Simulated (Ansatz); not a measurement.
Born–Oppenheimer molecular dynamics of a periodic cell of 12 atoms, ZrN (surface ZrN(111)). It starts from a relaxed structure.

Theory: DFT PBE, scalar-relativistic, plane waves, PAW (Ansatz 0.2.0). Settings: accuracy low, PAW set soft_1, cutoff 420 eV, k mesh 2x2x1, fermi-dirac smearing 0.05 eV, no spin polarisation.

- ensemble: NVT, Langevin thermostat
- time step: 1 fs
- steps asked: 160
- set temperature: 500 K
- friction: 0.05 /fs
- atoms held: 2 to 3
- seed: 328048

First frame:

```xyz
12
Lattice="5.5582 0.0000 0.0000 -2.7791 5.7455 0.0000 0.0000 0.0000 16.2296" Properties=species:S:1:pos:R:3
Zr 1.098 1.530 1.918
Zr -0.926 4.396 1.393
N 0.000 0.000 1.000
N 2.932 3.021 1.652
Zr 3.745 2.066 3.333
Zr 1.932 4.769 2.614
N 2.710 0.265 2.526
N 0.089 3.358 3.035
Zr 1.064 2.623 4.825
Zr -1.191 5.138 4.276
N 0.066 0.810 3.815
N 2.838 3.640 4.558
```

(1) What does the run give?

(2) What happens to the structure?

(3) How do temperature and energy run in time?

Answers

(1) The run went to its last step.

```json
{
  "steps done": "160",
  "time covered": "160 fs",
  "mean temperature over the second half": "469 K",
  "spread of the potential energy over the second half": "7.3 meV per atom",
  "mean potential energy of the second half above the start": "56.4 meV per atom"
}
```

A run of 0.16 ps of so small a system gives no equilibrium averages. Limits of this set-up: coarse k mesh, thin slab, slab without dipole correction, low accuracy level.

(2) Mean squared displacements from the first frame to the last: Zr 0.02 Å², N 0.02 Å². This is one draw of velocities; another would differ in detail.

(3) 
```
time (fs)  T (K)  potential energy less start (eV)
        0    500                             0.000
        5    457                             0.042
       10    502                             0.138
       15    336                             0.218
       20    308                             0.262
       25    272                             0.264
       30    470                             0.307
       35    441                             0.420
       40    342                             0.585
       45    304                             0.616
       50    352                             0.605
       55    364                             0.557
       60    603                             0.586
       65    349                             0.664
       70    403                             0.648
       75    551                             0.589
       80    615                             0.612
       85    516                             0.711
       90    349                             0.760
       95    467                             0.661
      100    607                             0.538
      105    634                             0.535
      110    492                             0.631
      115    387                             0.687
      120    457                             0.681
      125    474                             0.594
      130    459                             0.599
      135    625                             0.655
      140    510                             0.708
      145    415                             0.700
      150    425                             0.752
      155    317                             0.855
      160    294                             0.862
```

Time of the run: 18 min on 1 thread of Arm Neoverse V1, with other jobs on the host, peak memory 0.77 GiB.
